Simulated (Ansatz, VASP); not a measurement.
# Si10HI (I-terminated Si(111)) in two plane-wave programs

One calculation is typed for both programs; each brings its own data sets and cutoff. How far apart do they land? The structure shown is the end of the VASP relaxation below.

Program: Ansatz 0.2.0. Level of theory: plane waves, with VASP 6.6.1 beside it; single point at PBE and band structure at PBE. Results are calculated unless marked as measured.

## 1. Starting point

The cell holds 12 atoms: 10 Si, 1 H and 1 I. Its edges and angles: a = 3.867 Å, b = 3.867 Å, c = 33.319 Å, α = 90.0°, β = 90.0°, γ = 60.0°. It derives from Si. As first built, before any earlier steps moved the atoms (in the runner's words): 10 layers of Si at this functional's lattice, I on top and H below. Vacuum lies along c.

Coordinates:

```
Si H I
1.0
     3.86695    0.00000    0.00000
     1.93347    3.34887    0.00000
     0.00000    0.00000   33.31873
Si H I
10 1 1
Cartesian
  1.9335 1.1163 9.4915
  3.8669 2.2326 10.2564
  3.8669 2.2326 12.6245
  0.0000 0.0000 13.4165
  0.0000 0.0000 15.7845
  1.9335 1.1163 16.5739
  1.9335 1.1163 18.9418
  3.8669 2.2326 19.7320
  3.8669 2.2326 22.1025
  0.0000 0.0000 22.8700
  1.9335 1.1163 7.9849
  0.0000 0.0000 25.3339
```

## 2. VASP: relaxation, PBE

This run makes the geometry at which the two programs are then compared.

Lines of VASP's logs that name or quote its potential files are left out, and so is its time.

Contents of INCAR:

```
SYSTEM = Si10HI
PREC = Normal
ENCUT = 320
EDIFF = 1E-05
NELM = 120
ISMEAR = 0
SIGMA = 0.03
LREAL = .FALSE.
ALGO = Fast
GGA = PE
NBANDS = 36
LORBIT = 11
LWAVE = .FALSE.
LCHARG = .FALSE.
KPAR = 4
IBRION = 2
NSW = 60
ISIF = 2
EDIFFG = -0.03
POTIM = 0.4
MAXMIX = 40
IDIPOL = 3
LDIPOL = .TRUE.
DIPOL = 0.5 0.5 0.488
```

Contents of POSCAR:

```
Si10HI
1.0
    3.8669468306      0.0000000000      0.0000000000
    1.9334734153      3.3488741904      0.0000000000
    0.0000000000      0.0000000000     33.3187326797
Si H I
10 1 1
Direct
    0.3333333300      0.3333333300      0.2842245000
    0.6666666700      0.6666666700      0.3079149900
    0.6666666700      0.6666666700      0.3789864700
    0.0000000000      0.0000000000      0.4026769600
    0.0000000000      0.0000000000      0.4737484400
    0.3333333300      0.3333333300      0.4974389400
    0.3333333300      0.3333333300      0.5685104200
    0.6666666700      0.6666666700      0.5922009100
    0.6666666700      0.6666666700      0.6632723900
    0.0000000000      0.0000000000      0.6869628800
    0.3333333300      0.3333333300      0.2401051700
    0.0000000000      0.0000000000      0.7598948300
```

Contents of KPOINTS:

```
Automatic mesh
0
Gamma
9 9 1
0 0 0
```

PAW data sets: Si, H and I (PBE family, release 64).

Launch:

```sh
$ mpirun -np 4 vasp_std
```

Numbers of over 12 decimals in the logs are rounded to 6 here.

Log:

```text
[banner, memory and clock lines left out]
running    4 mpi-ranks, on    1 nodes
 distrk:  each k-point on    1 cores,    4 groups
 distr:  one band on    1 cores,    1 groups

 POSCAR found type information on POSCAR SiH I
 POSCAR found :  3 types and      12 ions
 LDA part: xc-table for (Slater+PW92), standard interpolation
 POSCAR, INCAR and KPOINTS ok, starting setup
 FFT: planning ... GRIDC
 FFT: planning ... GRID_SOFT
 FFT: planning ... GRID
 WAVECAR not read
 entering main loop
       N       E                     dE             d eps       ncg     rms          rms(c)
DAV:   1     0.159353248456E+03    0.15935E+03   -0.12889E+04   864   0.700E+02
DAV:   2    -0.443316803332E+02   -0.20368E+03   -0.19412E+03  1196   0.153E+02
DAV:   3    -0.597676367396E+02   -0.15436E+02   -0.15109E+02  1052   0.418E+01
DAV:   4    -0.604177130864E+02   -0.65008E+00   -0.64339E+00  1328   0.949E+00
DAV:   5    -0.604322659321E+02   -0.14553E-01   -0.14541E-01  1148   0.152E+00    0.127E+01
RMM:   6    -0.595632255501E+02    0.86904E+00   -0.50264E-01   865   0.216E+00    0.753E+00
RMM:   7    -0.591774974214E+02    0.38573E+00   -0.10785E+00   879   0.340E+00    0.631E-01
RMM:   8    -0.591777673606E+02   -0.26994E-03   -0.93775E-02   902   0.122E+00    0.410E-01
RMM:   9    -0.591768749428E+02    0.89242E-03   -0.22106E-02   942   0.574E-01    0.251E-01
RMM:  10    -0.591770976716E+02   -0.22273E-03   -0.59035E-03   953   0.291E-01    0.125E-01
RMM:  11    -0.591767304368E+02    0.36723E-03   -0.26660E-03   884   0.183E-01    0.410E-02
RMM:  12    -0.591769575856E+02   -0.22715E-03   -0.94295E-04  1037   0.103E-01    0.520E-02
RMM:  13    -0.591772639017E+02   -0.30632E-03   -0.22818E-04   861   0.518E-02    0.167E-02
RMM:  14    -0.591775511356E+02   -0.28723E-03   -0.11449E-04   775   0.340E-02    0.199E-02
RMM:  15    -0.591778642178E+02   -0.31308E-03   -0.52297E-05   708   0.243E-02    0.857E-03
RMM:  16    -0.591779433498E+02   -0.79132E-04   -0.17529E-05   622   0.134E-02    0.508E-03
RMM:  17    -0.591779815338E+02   -0.38184E-04   -0.87682E-06   591   0.918E-03    0.386E-03
RMM:  18    -0.591779996403E+02   -0.18107E-04   -0.21714E-06   522   0.572E-03    0.278E-03
RMM:  19    -0.591780205363E+02   -0.20896E-04   -0.13798E-06   456   0.440E-03    0.140E-03
RMM:  20    -0.591780290669E+02   -0.85306E-05   -0.40549E-07   365   0.337E-03
   1 F= -.59178029E+02 E0= -.59178029E+02  d E =-.591780E+02
[...]
2 F= -.59195765E+02 E0= -.59195765E+02  d E =-.177357E-01
[...]
3 F= -.59198048E+02 E0= -.59198048E+02  d E =-.200194E-01
 curvature:  -0.38 expect dE=-0.521E-03 dE for cont linesearch -0.947E-07
 trial: gam= 0.02283 g(F)=  0.138E-02 g(S)=  0.000E+00 ort = 0.118E-03 (trialstep = 0.948E+00)
 search vector abs. value=  0.141E-02
 bond charge predicted
       N       E                     dE             d eps       ncg     rms          rms(c)
DAV:   1    -0.591986667676E+02   -0.62142E-03   -0.24133E-02   944   0.526E-01    0.177E-01
RMM:   2    -0.591986719740E+02   -0.52064E-05   -0.13070E-03   873   0.140E-01    0.110E-01
RMM:   3    -0.591986527373E+02    0.19237E-04   -0.21152E-04   881   0.620E-02    0.574E-02
RMM:   4    -0.591987007103E+02   -0.47973E-04   -0.69347E-05   792   0.332E-02    0.280E-02
RMM:   5    -0.591987001842E+02    0.52615E-06   -0.28274E-05   677   0.206E-02
   4 F= -.59198700E+02 E0= -.59198700E+02  d E =-.651688E-03
 trial-energy change:   -0.000652  1 .order   -0.000672   -0.001311   -0.000033
 step:   0.9727(harm=  0.9727)  dis= 0.00416  next Energy=   -59.198721 (dE=-0.672E-03)
 reached required accuracy - stopping structural energy minimisation
```

From OUTCAR (step 2):

```text
ion  position               nearest neighbor table
   1  0.333  0.333  0.284-  11 1.47   2 2.37   2 2.37   2 2.37
   2  0.667  0.667  0.308-   1 2.37   1 2.37   3 2.37   1 2.37
   3  0.667  0.667  0.379-   4 2.37   4 2.37   4 2.37   2 2.37
   4  0.000  0.000  0.403-   3 2.37   3 2.37   3 2.37   5 2.37
   5  0.000  0.000  0.474-   4 2.37   6 2.37   6 2.37   6 2.37
   6  0.333  0.333  0.497-   7 2.37   5 2.37   5 2.37   5 2.37
   7  0.333  0.333  0.569-   8 2.37   8 2.37   6 2.37   8 2.37
   8  0.667  0.667  0.592-   7 2.37   7 2.37   9 2.37   7 2.37
   9  0.667  0.667  0.663-  10 2.37  10 2.37  10 2.37   8 2.37
  10  0.000  0.000  0.687-   9 2.37   9 2.37   9 2.37  12 2.43
  11  0.333  0.333  0.240-   1 1.47
  12  0.000  0.000  0.760-  10 2.43

  LATTYP: Found a hexagonal cell.
 ALAT       =     3.8669468306
 C/A-ratio  =     8.6162893205

 Subroutine GETGRP returns: Found  6 space group operations
 (whereof  6 operations were pure point group operations)

The static configuration has the point symmetry C_3v.

 Found     12 irreducible k-points:

   k-points           NKPTS =     12   k-points in BZ     NKDIM =     12   number of bands    NBANDS=     36

   dimension x,y,z NGX =    18 NGY =   18 NGZ =  150
   dimension x,y,z NGXF=    36 NGYF=   36 NGZF=  300

   ENCUT  =  320.0 eV  23.52 Ry    4.85 a.u.   5.64  5.64 48.60*2*pi/ulx,y,z

   NELECT =      48.0000    total number of electrons

 k-points in reciprocal lattice and weights: Automatic mesh
   0.00000000  0.00000000  0.00000000       0.012
   0.11111111  0.00000000  0.00000000       0.074
   0.22222222  0.00000000  0.00000000       0.074
   0.33333333  0.00000000  0.00000000       0.074
   0.44444444  0.00000000  0.00000000       0.074
   0.22222222  0.11111111  0.00000000       0.074
   0.33333333  0.11111111  0.00000000       0.148
   0.44444444  0.11111111  0.00000000       0.148
  -0.44444444  0.11111111  0.00000000       0.074
   0.44444444  0.22222222  0.00000000       0.074
  -0.44444444  0.22222222  0.00000000       0.148
  -0.33333333  0.33333333  0.00000000       0.025

 dipolmoment           0.000000      0.000000      0.022151 electrons x Angstroem

 average (electrostatic) potential at core
       1 -88.1049       2 -88.0957       3 -88.1768       4 -88.1749       5 -88.1774
       6 -88.1793       7 -88.1825       8 -88.1937       9 -88.0739      10 -88.5466
      11 -35.5596      12 -94.4252

 E-fermi :   1.5302

 k-point     1 :       0.0000    0.0000    0.0000
  band No.  band energies     occupation
    ...
     20       0.4492      2.00000
     21       0.7739      2.00000
     22       0.7739      2.00000
     23       1.3520      2.00000
     24       1.3520      2.00000
     25       2.4409      0.00000
     26       2.5946      0.00000
     27       2.8326      0.00000
     28       3.1486      0.00000
     29       3.3430      0.00000
    ...

 k-point     2 :       0.1111    0.0000    0.0000
  band No.  band energies     occupation
    ...
     20       0.0936      2.00000
     21       0.2520      2.00000
     22       0.6054      2.00000
     23       0.7847      2.00000
     24       1.2388      2.00000
     25       3.0055      0.00000
     26       3.1244      0.00000
     27       3.1931      0.00000
     28       3.3755      0.00000
     29       3.5864      0.00000
    ...

 k-point     3 :       0.2222    0.0000    0.0000
  band No.  band energies     occupation
    ...
     20      -0.4281      2.00000
     21      -0.1886      2.00000
     22       0.0259      2.00000
     23       0.1979      2.00000
     24       0.9667      2.00000
     25       2.3840      0.00000
     26       2.6330      0.00000
     27       2.8991      0.00000
     28       3.1620      0.00000
     29       3.5306      0.00000
    ...

  Total        1.6758633      1.6758633     -0.3952130      0.0000000      0.0000000     -0.0000000
  in kB        6.2229121      6.2229121     -1.4675276      0.0000000      0.0000000     -0.0000000
  external PRESSURE =       3.6594322 kB  Pullay stress =       0.0000000 kB

  energy-cutoff  :      320.00
  volume of cell :      431.47
      direct lattice vectors                 reciprocal lattice vectors
     3.866946831  0.000000000  0.000000000     0.258601952 -0.149303907  0.000000000
     1.933473415  3.348874190  0.000000000     0.000000000  0.298607814  0.000000000
     0.000000000  0.000000000 33.318732680     0.000000000  0.000000000  0.030013146

 POSITION                                       TOTAL-FORCE (eV/Angst)
 -----------------------------------------------------------------------------------
      1.93347      1.11629      9.49150        -0.000000     -0.000000      0.011070
      3.86695      2.23258     10.25644         0.000000      0.000000      0.003948
      3.86695      2.23258     12.62453         0.000000      0.000000     -0.010351
      0.00000      0.00000     13.41655         0.000000      0.000000     -0.012008
      0.00000      0.00000     15.78448         0.000000     -0.000000     -0.003804
      1.93347      1.11629     16.57388         0.000000      0.000000     -0.003288
      1.93347      1.11629     18.94176        -0.000000     -0.000000     -0.001102
      3.86695      2.23258     19.73197        -0.000000      0.000000      0.001976
      3.86695      2.23258     22.10251         0.000000      0.000000     -0.016093
      3.86695      0.00000     22.87000         0.000000      0.000000      0.006970
      1.93347      1.11629      7.98490         0.000000      0.000000      0.016712
      3.86695      0.00000     25.33388         0.000000      0.000000      0.005971
 -----------------------------------------------------------------------------------
    total drift:                               -0.000002     -0.000001     -0.001070

  FREE ENERGIE OF THE ION-ELECTRON SYSTEM (eV)
  ---------------------------------------------------
  free  energy   TOTEN  =       -59.1987001842 eV

  energy  without entropy=      -59.1987001842  energy(sigma->0) =      -59.19870018

 reached required accuracy - stopping structural energy minimisation

 vacuum level on the upper side and lower side of the slab         5.531         5.328

 total charge
# of ion       s       p       d       tot
------------------------------------------
    1        0.742   0.960   0.000   1.702
    2        0.747   0.947   0.000   1.694
    3        0.749   0.932   0.000   1.681
    4        0.751   0.931   0.000   1.681
    5        0.751   0.931   0.000   1.682
    6        0.751   0.930   0.000   1.682
    7        0.751   0.930   0.000   1.681
    8        0.751   0.929   0.000   1.680
    9        0.754   0.941   0.000   1.694
   10        0.752   0.885   0.000   1.637
   11        0.560   0.012   0.000   0.572
   12        1.517   2.785   0.025   4.327
--------------------------------------------------
tot          9.576  12.112   0.025  21.713

[... 3 further parts left out ...]
```

CONTCAR:

```
Si10HI
   1.00000000000000
     3.8669468305999999    0.0000000000000000    0.0000000000000000
     1.9334734152999999    3.3488741904000001    0.0000000000000000
     0.0000000000000000    0.0000000000000000   33.3187326796999983
  Si              H               I
    10     1     1
Direct
     0.3333333300000021    0.3333333300000021    0.2848698942479904
     0.6666666699999979    0.6666666699999979    0.3078280233381489
     0.6666666699999979    0.6666666699999979    0.3789017566177753
     0.0000000000000000    0.0000000000000000    0.4026728212601239
     0.0000000000000000    0.0000000000000000    0.4737418339621299
     0.3333333300000021    0.3333333300000021    0.4974343746557132
     0.3333333300000021    0.3333333300000021    0.5685018713605418
     0.6666666699999979    0.6666666699999979    0.5922185546559952
     0.6666666699999979    0.6666666699999979    0.6633657270462950
     1.0000000000000000    0.0000000000000000    0.6864006357265122
     0.3333333300000021    0.3333333300000021    0.2396521056419585
     1.0000000000000000    0.0000000000000000    0.7603493014868329
```

[end of part 1 of 2]

[Lines on the potential files, build, host, timing and source positions are cut from VASP's logs without a mark.]

[Logs are printed without paths, hosts, clocks, repeated set-up lines and the standing remarks that a program may print on its own settings, such as how far it seeks lower states.]

[Hosts, paths, dates, database ids (printed as entryN), source tags and the programs' standing remarks are cut or masked in the printed files.]
